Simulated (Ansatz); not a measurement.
Structure search for CrO2

Computed with DFT PBE, scalar-relativistic, plane waves, PAW in Ansatz 0.2.0. All cells share a 420 eV cutoff and Γ-centred k meshes spaced at most about 0.3 Å⁻¹ (about 0.25 or finer for metals, 2π included). Spin is collinear.

Formation energies are uncorrected and refer to the elements' standard structures at the same level (O₂ as a molecule).

Temperature and zero-point effects are left out. Only the structures computed here compete, so a lower one can exist. The k mesh leaves some 4 meV/atom of noise in the energy of each metallic cell. Weakly bound directions are ill-defined at this level, which has no dispersion term (P-3m1, P4/nmm, P4/mmm), and this can change margins and order among such cells. Kohn–Sham gaps at this level usually fall short of measured ones. In such compounds of Cr a zero gap at this level may well be an artefact, since no Hubbard U is applied. The magnetic state reached may not be the lowest.

Invented guesses and database cells were relaxed alike, and ends that match in structure, energy and magnetic state were merged. ΔE counts from the first row. Coordination counts O atoms around Cr (those within 1.25 times the shortest such distance or 1.15 times the sum of covalent radii; a plus sign parts nearer from farther groups). The ends were matched against large subsets of the Crystallography Open Database and the Materials Project, so a missing match doesn't prove that a structure is unreported.

```tsv
#	reached from	type and space group	atoms	Å³/atom	coordination	ΔE (meV/atom)	gap on mesh (eV)	moments	in databases
1	a cell as deposited in COD	rutile, P4_2/mnm (No. 136)	6	9.6	Cr 6	0	0.00	parallel, 1.7 μB	COD
2	a Materials Project cell	Pnma (No. 62)	12	10.6	Cr 6	42	0.00	parallel, 1.7 μB	Materials Project
3	a known structure type	cadmium iodide, P-3m1 (No. 164)	3	12.9	Cr 6	158	0.00	parallel, 1.7 μB	-
4	fluorite type (Fm-3m)	fluorite, Fm-3m (No. 225)	3	8.7	Cr 8	282	0.55	parallel, 1.9 μB	matches a Materials Project cell
5	Cu2Sb type (P4/nmm)	P4/nmm (No. 129)	6	11.2	Cr 1+4	392	0.00	parallel, 1.3 μB	no match
6	ordered vacancies on the anion sites of rhenium trioxide	P4/mmm (No. 123)	3	20.7	Cr 4	583	0.00	parallel, 1.6 μB, with smaller opposite ones on O	no match
7	HfB2 type (P6/mmm)	P6/mmm (No. 191)	3	9.3	Cr 12	2114	0.00	opposed, unequal moments (Cr +3.0, O -0.3 μB)	no match
8	YHg2 type (P6/mmm)	P6/mmm (No. 191)	3	8.9	Cr 12	2122	0.00	opposed, unequal moments (Cr +2.4, O -0.3 μB)	no match
```

The lowest: Space group P4_2/mnm (No. 136), tetragonal, a = 4.445 Å, c = 2.921 Å. Cr has 6 O at 1.91 Å; O is surrounded by 3 Cr at 1.91 Å. Its energy over the elements is −1.90 eV/atom. It is a structure that the Crystallography Open Database (COD) lists.

```cif
data_structure
_symmetry_space_group_name_H-M 'P 1'
_symmetry_Int_Tables_number 1
_cell_length_a 4.4449
_cell_length_b 4.4449
_cell_length_c 2.9208
_cell_angle_alpha 90.000
_cell_angle_beta 90.000
_cell_angle_gamma 90.000
_cell_volume 57.71
loop_
_atom_site_label
_atom_site_type_symbol
_atom_site_fract_x
_atom_site_fract_y
_atom_site_fract_z
_atom_site_occupancy
Cr1 Cr 0.50000 0.50000 0.50000 1
Cr2 Cr 0.00000 0.00000 0.00000 1
O1 O 0.80362 0.19638 0.50000 1
O2 O 0.19638 0.80362 0.50000 1
O3 O 0.69638 0.69638 0.00000 1
O4 O 0.30362 0.30362 0.00000 1
```

The second: Space group Pnma (No. 62), orthorhombic, a = 9.170 Å, b = 2.913 Å, c = 4.771 Å. Cr has 6 O at 1.86–1.94 Å; around O on its first site lie 3 Cr at 1.86–1.93 Å; O on its second site has 3 Cr at 1.91–1.94 Å. Counting O atoms around Cr, the first and the second both have Cr 6. Cells relaxed within their symmetry can be saddle points. Some candidate types were left out of the draw beforehand, so a known form may be missing.
